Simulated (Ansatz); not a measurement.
AlNi:

```
CELL_PARAMETERS angstrom
2.30068 -1.39468 0.00000
2.30068 1.39468 0.00000
-1.35645 0.00000 3.88084
ATOMIC_POSITIONS crystal
Ni 0.50000 0.50000 0.50000
Al 0.00000 0.00000 0.00000
```

The cell comes from a database or a generator and needn't be the stable form of this composition.

* Program: Ansatz 0.2.0
* Task: relaxation of cell and atoms
* Functional: HSE03
* Potentials or basis: Ansatz PAW
* Cutoff: 420 eV (not typed: the program's choice for these potentials)
* k mesh: 6 × 6 × 4
* Occupations: fermi-dirac, width 0.05 eV
* Spin: collinear spin, ferromagnetic start
* Starting moments: [1.0, 0.0] μB

At the start: volume 12.45 Å³/atom.

**Question.** Where does the relaxation end?

**Answer.** It ends after 10 steps and the volume is 12.27 Å³/atom (-1.5 %); space group C2/m (No. 12, to 0.05 Å); moment 0.00 μB per cell.

Step by step:
```tsv
step	energy change (eV)	largest force (eV/Å)	volume (Å³)
1	0.0000	0.0000	24.90
2	-0.0060	0.0000	24.71
3	-0.0123	0.0000	24.50
4	-0.0158	0.0000	24.46
5	-0.0179	0.0000	24.33
6	-0.0198	0.0000	24.56
7	-0.0201	0.0000	24.54
8	-0.0201	0.0000	24.54
9	-0.0201	0.0000	24.54
10	-0.0192	0.0000	24.54
```

Final structure:
```yaml
crystal:
  lattice:
    - [2.38540, -1.33650, -0.08702]
    - [2.38540, 1.33650, -0.08702]
    - [-1.55319, 0.00000, 3.90571]
  atoms:
    - { symbol: Ni, position: [0.50000, 0.50000, 0.50000] }
    - { symbol: Al, position: [0.00000, 0.00000, 0.00000] }
```

Caveat: the k mesh is coarse (spacing up to 0.45 Å⁻¹), so the values aren't converged, least of all with exact exchange; the magnetic or orbital state may not be the lowest; the plane-wave basis is chosen anew once the cell has moved, so the energies of steps on either side of that aren't comparable; the PAW data sets come from PBE, with cores solved anew for the run's functional, which leaves a small shift of forces and pressure; the starting moments weren't kept.
